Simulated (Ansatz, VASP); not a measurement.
**Cu in VASP and in Ansatz**

The input INCAR:

```
SYSTEM = Cu
PREC = Accurate
ENCUT = 600
EDIFF = 1E-6
ISMEAR = 0
SIGMA = 0.1
LREAL = .FALSE.
LASPH = .TRUE.
NELM = 100
ALGO = Normal
ISIF = 3
LWAVE = .FALSE.
LCHARG = .FALSE.
GGA = PS
IBRION = 2
NSW = 80
EDIFFG = -0.01
```

The input KPOINTS:

```
regular mesh
0
G
  20 20 20
  0 0 0
```

File POSCAR:

```
Cu
1.0
   -1.4145179134      1.4145179134      1.4145179134
    1.4145179134     -1.4145179134      1.4145179134
    1.4145179134      1.4145179134     -1.4145179134
Cu
1
Direct
    0.0000000000      0.0000000000      0.0000000000
```

Input for Ansatz:

```yaml
crystal:
  lattice:
    - [-1.4145179134, 1.4145179134, 1.4145179134]
    - [1.4145179134, -1.4145179134, 1.4145179134]
    - [1.4145179134, 1.4145179134, -1.4145179134]
  atoms:
    - { symbol: Cu, position: [0.0, 0.0, 0.0] }
basis:
  ecutwfc: 420
kpoints:
  mp_grid: { grid: [20, 20, 20] }
hamiltonian:
  xc: pbesol
scf:
  occupations: { method: gaussian, width: 0.1 }
output:
  forces: true
  stress: true
  eigenvalues: true
relax:
  adjacent_minimum: "off"
  f_tol: 0.01
  max_steps: 60
  cell: { stress_tol: 0.1 }
```

Alike in both runs: task relaxation of cell and atoms; functional PBEsol; k mesh 20 × 20 × 20; occupations gaussian, width 0.1 eV; no spin polarisation.

```csv
,VASP,Ansatz
version,VASP 6.6.1,Ansatz 0.2.0
potentials or method,"VASP PAW PBE potentials, release 64 (Cu)","scalar-relativistic, plane waves, PAW"
plane-wave cutoff (eV),600,420
valence electrons in the cell,11,19
```

|  | VASP | Ansatz | Ansatz less VASP |
| --- | --- | --- | --- |
| gap on the k mesh at the Fermi level, each at its own relaxed structure (eV) | none | none | - |
| relaxed volume (Å³/atom) | 11.41 | 11.35 | -0.056 |
| relaxed cell length with the largest relative difference (Å) | 2.456 | 2.452 | -0.0041 |

A gap of «none» marks a metal or a gap that the smearing closes. The two sets of potentials don't hold the same shells in valence.

Caveats: the PAW data sets were made with another functional, which shifts forces and pressure a little (VASP).
